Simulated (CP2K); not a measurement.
**PtS2 in CP2K: the effect of functional**

Crystal: PtS2.

```xyz
3
Lattice="3.5432 0.0000 0.0000 -1.7716 3.0685 0.0000 0.0000 0.0000 5.0388" Properties=species:S:1:pos:R:3 pbc="T T T"
Pt    0.0000    0.0000    0.0000
S     1.7716    1.0228    3.8950
S     0.0000    2.0457    1.1438
```

Alike in all runs:

* Program: CP2K 2026.2
* Task: band structure
* Potentials or basis: POTENTIAL_UZH Pt GTH-PBE-q18, S GTH-PBE-q6; TZVP-MOLOPT-PBE-GTH basis
* Density cutoff: 9184 eV
* k mesh: 9 × 9 × 5
* Occupations: fermi-dirac, width 0.05 eV
* Spin: no spin polarisation

| functional | gap on the mesh (eV) | pressure (GPa) | largest force (eV/Å) |
| --- | --- | --- | --- |
| PBE | 1.03 | 12.4 | 1.42 |
| LDA | 0.92 | 6.1 | 1.14 |
| PBEsol | 0.96 | 7.9 | 1.19 |
| rev-vdW-DF2 | 0.99 | 11.4 | 1.64 |
| AM05 | 0.99 | 7.8 | 1.04 |
| optB88-vdW | ? | ? | ? |
| HLE17 | 1.20 | 3.0 | 0.47 |

Problem. What does the run with functional optB88-vdW give?

Solution. gap on the mesh 1.02 eV; pressure 13.6 GPa; largest force 1.84 eV/Å.

Caveats: spin-orbit coupling is left out, which moves the levels of the heavy elements; the basis of atomic orbitals isn't converged, which shifts pressures, moduli and gaps; the potentials were made for another functional, which shifts forces and pressure (some runs); forces of over 1 eV/Å show positions far from the minimum, so gaps and moduli don't describe the material at rest (some runs); the potentials were made for a functional far from this one (some runs).

A k mesh can miss the band edges.
